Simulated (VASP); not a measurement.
# GaN in VASP: how settings move the r2SCAN single point

Aim: see what changed inputs do to the r2SCAN single point of GaN built on the zincblende prototype.

Program: VASP 6.6.1. PAW datasets, plane waves. No spin polarisation and no zero-point or thermal motion.

### Step 1. The cell

The cell comes from an earlier relaxation with r2SCAN in another program.

The symmetry is F-43m (No. 216, cubic); a = 4.498 Å in the conventional setting, 11.37 Å³ an atom. Around Ga lie 4 N at 1.95 Å; around N lie 4 Ga at 1.95 Å.

As a file:

```cif
data_structure
_symmetry_space_group_name_H-M 'P 1'
_symmetry_Int_Tables_number 1
_cell_length_a 3.1805
_cell_length_b 3.1805
_cell_length_c 3.1805
_cell_angle_alpha 60.000
_cell_angle_beta 60.000
_cell_angle_gamma 60.000
_cell_volume 22.75
loop_
_atom_site_label
_atom_site_type_symbol
_atom_site_fract_x
_atom_site_fract_y
_atom_site_fract_z
_atom_site_occupancy
Ga1 Ga 0.00000 0.00000 0.00000 1
N1 N 0.25000 0.25000 0.25000 1
```

### Step 2. Reference

Input file INCAR:

```
ENCUT = 520.000000
SIGMA = 0.010000
EDIFF = 1.00e-07
ALGO = Normal
METAGGA = R2SCAN
PREC = Accurate
IBRION = -1
ISIF = 2
ISMEAR = 0
NBANDS = 16
NELM = 120
NSW = 0
LASPH = .TRUE.
LCHARG = .FALSE.
LWAVE = .FALSE.
LREAL = .FALSE.
```

Input file KPOINTS:

```
KPOINTS created by Atomic Simulation Environment
0
Gamma
10 10 10
0 0 0
```

Input file POSCAR:

```
Ga N
 1.0000000000000000
     0.0000000000000000    2.2489525410988409    2.2489525410988409
     2.2489525410988409    0.0000000000000000    2.2489525410988409
     2.2489525410988409    2.2489525410988409    0.0000000000000000
 Ga  N
   1   1
Cartesian
  0.0000000000000000 -0.0000000000000000  0.0000000000000000
  1.1244762705494205  1.1244762705494205  1.1244762705494205
```

A file KPOINTS_OPT adds named points for the levels; it doesn't enter the self-consistent loop.

Potentials: the recommended PBE PAW datasets, 18 valence electrons.

The run is started by

```console
$ mpirun -np 1 vasp_std
```

### Step 3. Altered input 1

Changes to INCAR since step 2:

```diff
@@ -4,3 +4,2 @@
 ALGO = Normal
-METAGGA = R2SCAN
 PREC = Accurate
@@ -16 +15,2 @@
 LREAL = .FALSE.
+METAGGA = TPSS
```

KPOINTS is that of step 2.

POSCAR is that of step 2.

### Step 4. Altered input 2

Input file INCAR:

```
ENCUT = 520.000000
EDIFF = 1.00e-07
ALGO = Normal
METAGGA = R2SCAN
PREC = Accurate
IBRION = -1
ISIF = 2
NBANDS = 16
NSW = 0
LASPH = .TRUE.
LCHARG = .FALSE.
LWAVE = .FALSE.
LREAL = .FALSE.
NELM = 61
ISMEAR = 0
SIGMA = 5.0
```

KPOINTS is that of step 2.

POSCAR is that of step 2.

What does the calculation give? Wanted: for each run, changed; ending; energy change; pressure; electronic steps; usable.

**Answer**, as computed:

| run | changed | ending | energy change (meV/atom) | pressure (GPa) | gap on the mesh (eV; negative: overlap) | electronic steps | time | usable |
| --- | --- | --- | --- | --- | --- | --- | --- | --- |
| ref. | – | converged | 0 | 1.2 | 2.16 | 17 | 46 s | yes |
| 1 | METAGGA = TPSS | converged | – | 4.0 | 1.69 | 17 | 45 s | yes |
| 2 | ISMEAR = 0, SIGMA = 5 | converged | 515.1 | 23.5 | 2.30 | 17 | 40 s | no |

**Reading.** Of 2 altered inputs, 1 ended normally on a faulty or unsound input, 1 gave usable results.
